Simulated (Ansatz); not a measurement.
Crystal: Bi2Te2Se.

```
Bi Te Se
1.0
     2.16097    1.24764   10.58557
    -2.16097    1.24764   10.58557
     0.00000   -2.49527   10.58557
Bi Te Se
2 2 1
Direct
  0.39172 0.39172 0.39172
  0.60828 0.60828 0.60828
  0.78040 0.78040 0.78040
  0.21960 0.21960 0.21960
  0.00000 0.00000 0.00000
```

The cell is a database's computed one.

* Program: Ansatz 0.2.0
* Task: relaxation of cell and atoms
* Functional: LDA
* Potentials or basis: Ansatz PAW
* Cutoff: 420 eV (not typed: the program's choice for these potentials)
* k mesh: 7 × 7 × 7
* Occupations: fermi-dirac, width 0.05 eV
* Spin: no spin polarisation

At the start: volume 34.25 Å³/atom.

Task: How do energy, volume and symmetry change on relaxing?

Result: It ends after 8 steps and the volume is 30.77 Å³/atom (-10.2 %); space group R-3m (No. 166, to 0.05 Å).

Step by step:
```
step  energy change (eV)  largest force (eV/Å)  volume (Å³)
   1              0.0000                0.1376       171.24
   2             -0.1093                0.1340       151.48
   3             -0.1469                0.0637       155.06
   4             -0.1565                0.0381       152.96
   5             -0.1574                0.0176       154.14
   6             -0.1574                0.0385       153.90
   7             -0.1577                0.0009       153.84
   8             -0.1548                0.0007       153.84
```

Final structure:
```
Bi Te Se
1.0
     2.13143    1.23058    9.77549
    -2.13143    1.23058    9.77549
     0.00000   -2.46116    9.77549
Bi Te Se
2 2 1
Direct
  0.39489 0.39489 0.39489
  0.60511 0.60511 0.60511
  0.78813 0.78813 0.78813
  0.21187 0.21187 0.21187
  0.00000 0.00000 0.00000
```

Caveat: the plane-wave basis is chosen anew once the cell has moved, so the energies of steps on either side of that aren't comparable; the PAW data sets come from PBE, with cores solved anew for the run's functional, which leaves a small shift of forces and pressure.
